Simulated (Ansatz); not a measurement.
**S on a W site in WS₂**

The calculation used DFT PBE, scalar-relativistic, plane waves, PAW (Ansatz 0.2.0). (420 eV cutoff, 2×2×2 k-mesh, Gaussian smearing of 0.01 eV, collinear spin in charge +1, -1 alone)

Host crystal, relaxed:

```yaml
crystal:
  lattice:
    - [3.18778, 0.00000, 0.00000]
    - [-1.59389, 2.76069, 0.00000]
    - [0.00000, 0.00000, 14.87128]
  atoms:
    - { symbol: W, position: [0.33333, 0.66667, 0.25000] }
    - { symbol: W, position: [0.66667, 0.33333, 0.75000] }
    - { symbol: S, position: [0.33333, 0.66667, 0.64435] }
    - { symbol: S, position: [0.66667, 0.33333, 0.14435] }
    - { symbol: S, position: [0.33333, 0.66667, 0.85565] }
    - { symbol: S, position: [0.66667, 0.33333, 0.35565] }
```

Supercell of 42 atoms, rows in host cell vectors: -2 1 0; -1 -3 0; 0 0 1. Atoms relax at the host's cell, keeping the symmetry that the supercell leaves at the site. The cell is small, so energies carry finite-size errors of tenths of an eV. The host's Kohn–Sham gap is 1.63 eV. Atoms are taken from and returned to the elements' standard states. Charged cells are corrected for image charges with the computed static dielectric tensor (mean 8.8) and aligned with the host's potential at far atoms (alignment terms reach 0.50 eV; the program doubts the alignment in some charges, where it is up to 0.50 eV). No band-filling term is added, and the Fermi level counts from the host's valence band top.

Spin-orbit coupling is left out, which matters for the bands and energies of heavy elements.

Defect: S on a W site at (0.333, 0.667, 0.250) of the host cell.

Problem. What is the formation energy of the neutral defect?

Solution. 6.93 eV.

Problem. Does the neutral defect carry a moment, and how do its surroundings relax?

Solution. The neutral run had no spin polarisation, so a moment wasn't tested. The nearest neighbours before are 6 S at 2.42 Å; after relaxation the atoms near the site are 6 S at 2.39 Å; the largest move is 0.07 Å.

Problem. Charges +1, 0, -1 were computed. Which is stable where in the gap?

Solution. Among the charges computed the stable one is +1 at the valence band top, changing to 0 at 0.29 eV, changing to -1 at 1.09 eV. In charge +1, -1 the cell has partly filled bands: a level of the defect may be part filled, the carrier may sit in the host's bands, or levels may cross between the k points, so transitions that involve it are doubtful. Without the alignment that the program doubts, the level (+1/0) would lie at -0.20 eV, outside the gap, so these runs don't decide whether the defect changes charge there. Levels between neighbouring charges: (+1/0) 0.29 eV, (0/-1) 1.09 eV.